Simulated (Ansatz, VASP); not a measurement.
## Zr: VASP beside Ansatz

```xyz
2
Lattice="0.0000 3.1412 3.1412 3.1412 0.0000 3.1412 3.1412 3.1412 0.0000" Properties=species:S:1:pos:R:3 pbc="T T T"
Zr   -0.7853   -0.7853   -0.7853
Zr    0.7853    0.7853    0.7853
```

Alike in both runs: functional PBE; k mesh 11 × 11 × 11; occupations fermi-dirac, width 0.08 eV; no spin polarisation.

Ansatz relaxed the structure, and its values are those at the end. VASP's run is a single point on that final structure, the one shown.

```csv
,VASP,Ansatz
version,VASP 6.6.1,Ansatz 0.2.0
potentials or method,"VASP PAW PBE potentials, release 64 (Zr_sv)","PAW with Ansatz's default frozen-core files, scalar-relativistic"
plane-wave cutoff (eV),520,420
valence electrons in the cell,24,24
```

Ansatz gave:

```
pressure (GPa) : 0.0
```

Q: Estimate VASP's values.

A: Pressure (GPa): 0.1.
